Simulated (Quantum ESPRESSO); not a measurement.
The system is CuI (Marshite).

```xyz
2
Lattice="0.0000 3.0315 3.0315 3.0315 0.0000 3.0315 3.0315 3.0315 0.0000" Properties=species:S:1:pos:R:3 pbc="T T T"
I     0.0000    0.0000    0.0000
Cu    4.5473    4.5473    4.5473
```

| Property | Result |
| --- | --- |
| Program | Quantum ESPRESSO 7.5 |
| Task | phonons |
| Functional | PBE |
| Potentials or basis | GBRV 1.5 PBE |
| Cutoff | 762 eV |
| Density cutoff | 6095 eV |
| k mesh | 4 × 4 × 4, shifted |
| Occupations | fermi-dirac, width 0.05 eV |
| Spin | no spin polarisation |
| Mixing beta | 0.5 |
| Most SCF iterations | 120 |
| SCF threshold | 4e-10 Ry |

The cell and the atoms were relaxed first, to 28.02 Å³/atom (a = 4.295 Å, b = 4.295 Å, c = 4.295 Å, α = 60.00°, β = 60.00°, γ = 60.00°), and the response was taken there.

The first run showed a gap, so the response started from a second, tighter run with fixed occupations.

How polar is the lattice: what are the Born charges, the two dielectric constants and the LO-TO splitting?

Born charges ±1.10 e; dielectric constants 6.43 (electrons alone) and 8.08 (static); transverse and longitudinal modes at 124 and 139 cm⁻¹.

Caveat: the mesh is thin for the dielectric tensor, Born charges and intensities, which usually come out too large.
